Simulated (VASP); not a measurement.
Input of a VASP 6.6.1 run:

INCAR

```
ALGO = Normal ; EDIFF = 1E-8
ENCUT = 520 ; GGA = PE
ISIF = 2 ; ISMEAR = -1
LASPH = True ; LCHARG = False
LEFG = True ; LREAL = False
LWAVE = False ; NBANDS = 17
NELM = 100 ; PREC = Accurate
SIGMA = 0.08
```

Contents of KPOINTS:

```
k-points
0
Gamma
  15 15 8
```

POSCAR

```
Pd
1.0
    2.8285524733      0.0000000000      0.0000000000
   -1.4142762367      2.4495982978      0.0000000000
    0.0000000000      0.0000000000      4.7170425267
Pd
2
Direct
    0.3333333333      0.6666666667      0.2500000000
    0.6666666667      0.3333333333      0.7500000000
```

Potentials or basis: VASP PAW PBE potentials, release 64 (Pd).

Run with:

```console
$ cat potpaw_PBE.64/Pd/POTCAR > POTCAR
$ mpirun -np 1 vasp_std > vasp.out
```

**Question.** What does it give for the pressure?

**Answer.** -8.4 GPa.

**Question.** Predict the band gap on the k mesh.

**Answer.** None (metal or under the smearing width).

Electric field gradients, principal values (V/Å²):
```
atom    Vxx    Vyy      Vzz
1 Pd  5.544  5.545  -11.089
2 Pd  5.544  5.545  -11.089
```
